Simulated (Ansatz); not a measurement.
## SnO under changes of volume

One of the cells (17.769 Å³/atom); the others are scaled copies at fixed shape and fractional positions:

```xyz
4
Lattice="3.8137 0.0000 0.0000 0.0000 3.8137 0.0000 0.0000 0.0000 4.8869" Properties=species:S:1:pos:R:3 pbc="T T T"
Sn    1.9068    0.0000    3.7367
Sn    0.0000    1.9068    1.1503
O     0.0000    0.0000    0.0000
O     1.9068    1.9068    0.0000
```

The cell is a database's computed one.

* Program: Ansatz 0.2.0
* Functional: revPBE
* Dispersion: D4
* Potentials or basis: Ansatz PAW
* Cutoff: 420 eV (not typed: the program's choice for these potentials)
* k mesh: 7 × 7 × 6
* Occupations: fermi-dirac, width 0.05 eV
* Spin: no spin polarisation

```csv
volume (Å³/atom),energy over the lowest point (meV/atom),pressure (GPa),gap on the mesh (eV),largest force (eV/Å)
16.703,33.71,8.3,0.12,1.497
17.058,?,?,?,?
17.414,7.58,3.6,0.29,0.832
17.769,1.71,1.7,0.36,0.538
18.125,0.00,-0.1,0.44,0.266
18.480,2.08,-1.7,0.51,0.012
18.835,7.45,-3.1,0.57,0.223
```

What does the run at 17.058 Å³/atom give?

Energy over the lowest point 18.06 meV/atom; pressure 5.8 GPa; gap on the mesh 0.21 eV; largest force 1.151 eV/Å.

Worked out: A Birch-Murnaghan fit of order 3 (a polynomial in V^(-2/3)) to the other rows has its minimum at 18.10 Å³/atom with B0 = V·E''(V) = 86 GPa and B' = 4.4 at fixed shape and positions, which overstates the stiffness. It gives 18.08 meV/atom at 17.058 Å³/atom, against the run's 18.06, and -dE/dV = 5.9 GPa, against 5.8. A straight line through the other rows of the gap, of slope 3.76 eV per unit of ln V, gives 0.21 eV, against the run's 0.21.

Energies are extrapolated to zero smearing.

Caveats: odd divisions of the mesh miss points on the zone boundary, where band edges often lie, so the gap on the mesh can be too wide; spin-orbit coupling is left out, which moves the levels of the heavy elements; the PAW data sets come from PBE, with cores solved anew for the run's functional, which leaves a small shift of forces and pressure; forces of over 1 eV/Å show positions far from the minimum, so gaps and moduli don't describe the material at rest (some runs).

A mesh can miss the band edges.
